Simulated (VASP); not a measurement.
# TiTe2 in VASP: a series of runs

Runs on TiTe2. Level: PBE. Tasks: single point.

All numbers are computed with VASP 6.6.1; they aren't measurements. Logs are shortened: lines on timing, memory, paths and dates and some standing lists are left out, and cuts for length are marked.

### Step 1. Starting point

The cell holds a slab with vacuum, 6 atoms: a = 3.777 Å, b = 3.777 Å, c = 21.913 Å, α = 90.00°, β = 90.00°, γ = 120.00°.

### Step 2. Single point, PBE

INCAR

```
SYSTEM = TiTe2
ALGO = Normal ; DIPOL = 0.5 0.5 0.500
EDIFF = 1E-7 ; ENCUT = 520
GGA = PE ; IDIPOL = 3
ISIF = 2 ; ISMEAR = 0
LASPH = .True. ; LCHARG = .False.
LDIPOL = .True. ; LREAL = .False.
LVACPOTAV = .True. ; LVHAR = .True.
LWAVE = .False. ; NBANDS = 38
NELM = 120 ; PREC = Accurate
SIGMA = 0.05
```

KPOINTS

```
k-points
0
Gamma
  7 7 1
  0 0 0
```

POSCAR

```
TiTe2
1.0
    3.7770008876      0.0000000000      0.0000000000
   -1.8885004438      3.2709787188      0.0000000000
    0.0000000000      0.0000000000     21.9133488000
Te Ti
4 2
Direct
    0.3333333333      0.6666666666      0.2738057088
    0.6666666667      0.3333333334      0.4296627086
    0.3333333333      0.6666666666      0.5703372914
    0.6666666667      0.3333333334      0.7261942912
    0.0000000000      0.0000000000      0.3517342087
    0.0000000000      0.0000000000      0.6482657913
```

Potentials or basis: VASP PAW PBE potentials, release 64 (Te, Ti_sv).

On the command line:

```
cat potpaw_PBE.64/Te/POTCAR potpaw_PBE.64/Ti_sv/POTCAR > POTCAR
mpirun -np 1 vasp_std > vasp.out
```

OUTCAR:

```text
SYSTEM = TiTe2
   EDIFF = 1E-7
   ENCUT = 520
   GGA = PE
   ISIF = 2
   ISMEAR = 0
   LASPH = .True.
   LREAL = .False.
   NELM = 120
   PREC = Accurate

 Found      8 irreducible k-points:

 Following reciprocal coordinates:
            Coordinates               Weight
  0.000000  0.000000  0.000000      1.000000
  0.142857  0.000000  0.000000      6.000000
  0.285714  0.000000  0.000000      6.000000
  0.428571 -0.000000  0.000000      6.000000
  0.142857  0.142857  0.000000      6.000000
  0.285714  0.142857  0.000000     12.000000
   k-points           NKPTS =      8   k-points in BZ     NKDIM =      8   number of bands    NBANDS=     38
   number of dos      NEDOS =    301   number of ions     NIONS =      6
   total plane-waves  NPLWV = 131712
   dimension x,y,z NGX =    28 NGY =   28 NGZ =  168
   dimension x,y,z NGXF=    56 NGYF=   56 NGZF=  336
   ions per type =               4   2
   NGX,Y,Z   is equivalent  to a cutoff of  12.32, 12.32, 12.75 a.u.
   NGXF,Y,Z  is equivalent  to a cutoff of  24.65, 24.65, 25.49 a.u.
 SYSTEM =  TiTe2
   PREC   = accura    normal or accurate (medium, high low for compatibility)
   ISTART =      0    job   : 0-new  1-cont  2-samecut
   ICHARG =      2    charge: 1-file 2-atom 10-const
   ISPIN  =      1    spin polarized calculation?
   LNONCOLLINEAR =      F non collinear calculations
   LSORBIT =      F    spin-orbit coupling
   LASPH  =      T    aspherical Exc in radial PAW
   ENCUT  =  520.0 eV  38.22 Ry    6.18 a.u.   7.02  7.02 40.74*2*pi/ulx,y,z
   NELM   =    120;   NELMIN=  2; NELMDL= -5     # of ELM steps
   EDIFF  = 0.1E-06   stopping-criterion for ELM
   LREAL  =      F    real-space projection
   EDIFFG = 0.1E-05   stopping-criterion for IOM
   NSW    =      0    number of steps for IOM
   IBRION =     -1    ionic relax: 0-MD 1-quasi-New 2-CG
   NFREE  =      0    steps in history (QN), initial steepest desc. (CG)
   ISIF   =      2    stress and relaxation
   ISYM   =      2    0-nonsym 1-usesym 2-fastsym
   POTIM  = 0.5000    time-step for ionic-motion
   TEBEG  =    0.0;   TEEND  =   0.0 temperature during run
   PSTRESS=    0.0 pullay stress
   NELECT =      48.0000    total number of electrons
   NUPDOWN=      -1.0000    fix difference up-down
   EMIN   =  10.00;   EMAX   =-10.00  energy-range for DOS
   EFERMI =   0.00;   METHOD = LEGACY
   ISMEAR =     0;   SIGMA  =   0.05  broadening in eV -4-tet -1-fermi 0-gaus
   EFERMI_NEDOS =   21; number of points for ismear=-14 and -15
   IALGO  =     38    algorithm
   IMIX   =      4    mixing-type and parameters
     AMIX     =   0.40;   BMIX     =  1.00
     AMIX_MAG =   1.60;   BMIX_MAG =  1.00
  volume/ion in A,a.u.               =      45.12       304.49
  Fermi-wavevector in a.u.,A,eV,Ry     =   0.919695  1.737972 11.508349  0.845840
  Thomas-Fermi vector in A             =   2.044918
   LORBIT       =      0    0 simple, 1 ext, 2 COOP (PROOUT), +10 PAW based schemes
   GGA     = PE    functional components
   LHFCALC =     F    Hartree Fock is set to
   AEXX    =    0.0000 exact exchange contribution
   IVDW    =     0    specifies the selected vdW correction
   LEPSILON=     F    determine dielectric tensor
   LRPA    =     F    only Hartree local field effects (RPA)
 non-spin polarized calculation
 Gauss-broadening in eV      SIGMA  =   0.05
  energy-cutoff  :      520.00
  volume of cell :      270.73
 maximum number of plane-waves:      7311
 NGX is ok and might be reduce to    28
   NGX = 13   NGY = 13   NGZ = 81

 number of electron      47.9999989 magnetization

 dipolmoment           0.000000      0.000000     -0.000000 electrons x Angstroem

 Free energy of the ion-electron system (eV)
  ---------------------------------------------------
  ext. energy  EPLUGINS =         0.00000000
  ---------------------------------------------------
  free energy    TOTEN  =       -32.36198404 eV

  energy without entropy =      -32.35788164  energy(sigma->0) =      -32.35993284

 E-fermi :   1.9284     XC(G=0):  -6.3673

 val. band max:        1.9063665177   @ k =   0.1429   0.0000   0.0000
 cond. band min:       2.0244887885   @ k =   0.4286  -0.0000   0.0000
 fundamental gap:      0.1181222708
 Fermi energy:         1.9283881342

 k-point     1 :       0.0000    0.0000    0.0000
  band No.  band energies     occupation
      1     -55.5026      2.00000
      2     -55.5026      2.00000
      3     -31.7503      2.00000
      4     -31.7503      2.00000
      5     -31.7503      2.00000
      6     -31.7503      2.00000
[... 28 lines left out ...]
     35       6.2424      0.00000
     36       6.6647      0.00000

 k-point     2 :       0.1429    0.0000    0.0000
  band No.  band energies     occupation
      1     -55.5021      2.00000
      2     -55.5021      2.00000
      3     -31.7581      2.00000
      4     -31.7581      2.00000
      5     -31.7520      2.00000
      6     -31.7520      2.00000
[... 28 lines left out ...]
     35       6.5745      0.00000
     36       6.9650      0.00000

 k-point     3 :       0.2857    0.0000    0.0000
  band No.  band energies     occupation
      1     -55.5008      2.00000
      2     -55.5008      2.00000
      3     -31.7756      2.00000
      4     -31.7755      2.00000
      5     -31.7561      2.00000
      6     -31.7561      2.00000
[... 28 lines left out ...]
     35       7.0901      0.00000
     36       7.2207      0.00000

 k-point     4 :       0.4286   -0.0000    0.0000
  band No.  band energies     occupation
      1     -55.4998      2.00000
      2     -55.4998      2.00000
      3     -31.7895      2.00000
      4     -31.7895      2.00000
      5     -31.7593      2.00000
      6     -31.7593      2.00000
[... 28 lines left out ...]
     35       6.3973      0.00000
     36       6.7436      0.00000

 k-point     5 :       0.1429    0.1429    0.0000
  band No.  band energies     occupation
      1     -55.5011      2.00000
      2     -55.5011      2.00000
      3     -31.7696      2.00000
      4     -31.7696      2.00000
      5     -31.7561      2.00000
      6     -31.7561      2.00000
[... 28 lines left out ...]
     35       7.1159      0.00000
     36       7.3846      0.00000

 k-point     6 :       0.2857    0.1429    0.0000
  band No.  band energies     occupation
      1     -55.5000      2.00000
      2     -55.5000      2.00000
      3     -31.7830      2.00000
      4     -31.7830      2.00000
      5     -31.7620      2.00000
      6     -31.7620      2.00000
[... 28 lines left out ...]
     35       7.1821      0.00000
     36       7.4329      0.00000

 [... further k-points ...]

 [bands above 36 left out]

------------------------ aborting loop because EDIFF is reached ----------------------------------------

  FORCE on cell =-STRESS in cart. coord.  units (eV):
  Direction    XX          YY          ZZ          XY          YZ          ZX
  --------------------------------------------------------------------------------------
  -------------------------------------------------------------------------------------
  Total        0.5513587      0.5513587      1.4909839      0.0000000      0.0000000      0.0000000
  in kB        3.2629564      3.2629564      8.8236844      0.0000000      0.0000000      0.0000000
  external PRESSURE =       5.1165324 kB  Pullay stress =       0.0000000 kB

 VOLUME and BASIS-vectors are now :
 -----------------------------------------------------------------------------
  energy-cutoff  :      520.00
  volume of cell :      270.73
      direct lattice vectors                 reciprocal lattice vectors
     3.777000888  0.000000000  0.000000000     0.264760330  0.152859448  0.000000000
    -1.888500444  3.270978719  0.000000000     0.000000000  0.305718895  0.000000000
     0.000000000  0.000000000 21.913348800     0.000000000  0.000000000  0.045634285

 POSITION                                       TOTAL-FORCE (eV/Angst)
 -----------------------------------------------------------------------------------
     -0.00000      2.18065      6.00000         0.000000     -0.000000     -0.230101
      1.88850      1.09033      9.41535        -0.000000     -0.000000     -0.015801
     -0.00000      2.18065     12.49800        -0.000000     -0.000000      0.015801
      1.88850      1.09033     15.91335         0.000000      0.000000      0.230101
      0.00000      0.00000      7.70767        -0.000000      0.000000      0.125510
      0.00000      0.00000     14.20567         0.000000     -0.000000     -0.125510
 -----------------------------------------------------------------------------------
    total drift:                               -0.000000     -0.000000     -0.000000

  FREE ENERGIE OF THE ION-ELECTRON SYSTEM (eV)
  ---------------------------------------------------
  free  energy   TOTEN  =       -32.3619840434 eV

  energy  without entropy=      -32.3578816430  energy(sigma->0) =      -32.35993284

 vacuum level on the upper side and lower side of the slab         6.932         6.932
```

Wall time 93 s (1 thread of Intel Xeon 6975P-C (Granite Rapids), shared host); peak memory 0.37 GiB.

The run converged, but some of its settings lie outside the range that counts as converged, so its numbers aren't taken as properties of the slab.

What came out:

```yaml
Free_energy: -32.3620 eV
Largest_force: 0.230 eV/Å
Band_gap_on_the_k_mesh: none (metal or under the smearing width)
Work_function_of_the_upper_face: 5.00 eV
Work_function_of_the_lower_face: 5.00 eV
```

### Step 3. Single point, PBE

This run uses another cell than the first one, of 57.48 Å³/atom, 1.274 times its volume.

Edit INCAR of step 2 so:

```diff
@@ -2,3 +2,3 @@
 ALGO = Normal ; DIPOL = 0.5 0.5 0.500
-EDIFF = 1E-7 ; ENCUT = 520
+EDIFF = 1E-7 ; ENCUT = 460
 GGA = PE ; IDIPOL = 3
```

KPOINTS is that of step 2.

POSCAR

```
TiTe2
1.0
    3.7770008876      0.0000000000      0.0000000000
   -1.8885004438      3.2709787188      0.0000000000
    0.0000000000      0.0000000000     27.9133488000
Te Ti
4 2
Direct
    0.3333333333      0.6666666666      0.3224263797
    0.6666666667      0.3333333334      0.4447817741
    0.3333333333      0.6666666666      0.5552182259
    0.6666666667      0.3333333334      0.6775736203
    0.0000000000      0.0000000000      0.3836040769
    0.0000000000      0.0000000000      0.6163959231
```

Potentials or basis: VASP PAW PBE potentials, release 64 (Te, Ti_sv).

On the command line:

```
cat potpaw_PBE.64/Te/POTCAR potpaw_PBE.64/Ti_sv/POTCAR > POTCAR
mpirun -np 1 vasp_std > vasp.out
```

It took 2.1 min on 1 thread of Intel Xeon 6975P-C (Granite Rapids), shared host; peak memory 0.41 GiB.

These settings aren't checked as converged: the numbers below hold their error.

Results:

| Item | Value |
| --- | --- |
| Free energy | -32.3603 eV |
| Largest force | 0.230 eV/Å |
| Band gap on the k mesh | none (metal or under the smearing width) |
| Work function of the upper face | 5.00 eV |
| Work function of the lower face | 5.00 eV |

[end of part 1 of 2]
